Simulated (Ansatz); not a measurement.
## CdS (zincblende) under strain

CdS built on the zincblende prototype, relaxed with r2SCAN in the plane-wave code Ansatz. The symmetry is F-43m (No. 216, cubic); conventional cell a = 5.878 Å, 25.39 Å³ an atom. Cd has 4 S at 2.55 Å; S has 4 Cd at 2.55 Å.

The axes x, y and z are those of this cell:
```
CELL_PARAMETERS angstrom
0.00000 2.93921 2.93921
2.93921 0.00000 2.93921
2.93921 2.93921 0.00000
ATOMIC_POSITIONS crystal
Cd 0.00000 0.00000 0.00000
S 0.25000 0.25000 0.25000
```

Unstrained: The PBE gap is direct at Γ: 1.095 eV. The r2SCAN gap is direct at Γ: 1.543 eV. With HSE06 the gap is 2.106 eV and direct, at Γ. Meshes: PBE 8×8×8, r2SCAN 8×8×8, HSE06 6×6×6. Strains are changes of length per length. After each strain the atoms were relaxed again with r2SCAN within the symmetry that the strain leaves, so tilts or polar shifts that break it weren't tested; points keep the names that they have in the unstrained zone. No spin polarisation and no zero-point or thermal motion.

Changes of the least gap in eV (an overlap counts as a negative gap):
```
                            strain  volume change (%)  space group     PBE  r2SCAN   HSE06  energy rise, r2SCAN (meV/atom)
          uniaxial -2.22 % along x               -2.2        I-4m2  +0.005  +0.006  +0.011                             2.8
biaxial -1.61 % in x and y, z held               -3.2        I-4m2  +0.053  +0.056  +0.062                             5.3
      uniaxial +1.54 % along [111]               +1.5          R3m  -0.055  -0.059  -0.061                             1.8
```

Uniaxial -2.22 % along x, other directions held. HSE06: the gap goes from 2.106 to 2.117 eV (+0.011 eV); with r2SCAN the top three valence levels at Γ, degenerate before, become 1+2 from the top over 66 meV. Stress change with r2SCAN, compression positive: xx +1.65, yy +1.29, zz +1.29 GPa.

Biaxial -1.61 % in x and y, z held. HSE06: the gap goes from 2.106 to 2.168 eV (+0.062 eV); with r2SCAN the top three valence levels at Γ, degenerate before, become 2+1 from the top over 52 meV. Stress change with r2SCAN, compression positive: xx +2.19, yy +2.19, zz +1.92 GPa.

Uniaxial +1.54 % along [111], other directions held. HSE06: the gap goes from 2.106 to 2.045 eV (-0.061 eV); with r2SCAN the top three valence levels at Γ, degenerate before, become 2+1 from the top over 61 meV. Stress change with r2SCAN, compression positive: xx -0.90, yy -0.90, zz -0.90, xy -0.27, xz -0.27, yz -0.27 GPa.

The runs are scalar-relativistic, without spin-orbit coupling.

The meshes of the hybrids are coarse, so their gaps aren't converged to the digits shown.

The splittings at Γ are without spin-orbit coupling, which regroups them where it is of like size or larger.
